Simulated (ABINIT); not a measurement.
Crystal: TiO.

```xyz
2
Lattice="0.0000 2.4693 2.4693 2.4693 0.0000 2.4693 2.4693 2.4693 0.0000" Properties=species:S:1:pos:R:3 pbc="T T T"
Ti    0.0000    0.0000    0.0000
O     1.2346    1.2346    1.2346
```

The cell comes from a database or a generator and needn't be the stable form of this composition.

| Quantity | Value |
| --- | --- |
| Program | ABINIT 10.8.3 (patched build) |
| Task | relaxation of cell and atoms |
| Functional | LDA |
| Potentials or basis | JTH PAW LDA v2.0 |
| Cutoff | 626 eV |
| k mesh | 7 × 7 × 7 |
| Occupations | fermi-dirac, width 0.05 eV |
| Spin | no spin polarisation |

At the start: pressure -29.4 GPa; volume 15.06 Å³/atom.

Task: Where does the relaxation end?

Result: Over 6 steps the energy falls by 385.9 meV/atom and the volume is 11.69 Å³/atom (-22.3 %); space group F-43m (No. 216, to 0.05 Å).

The path:
```
step  energy change (eV)  largest force (eV/Å)  pressure (GPa)  volume (Å³)
   1              0.0000                0.0000          -29.45        30.11
   2             -0.4357                0.0000          -22.87        27.48
   3             -0.6879                0.0000           17.26        21.73
   4             -0.7679                0.0000           -3.14        23.77
   5             -0.7717                0.0000           -0.30        23.42
   6             -0.7717                0.0000            0.00        23.39
```

Final structure:
```
Ti O
1.0
     0.00000    2.26980    2.26980
     2.26980    0.00000    2.26980
     2.26980    2.26980    0.00000
Ti O
1 1
Direct
  0.00000 0.00000 0.00000
  0.25000 0.25000 0.25000
```

Caveat: the volume moved by over 15 % at a fixed basis, so the end points are rough; the atomic spheres overlap.
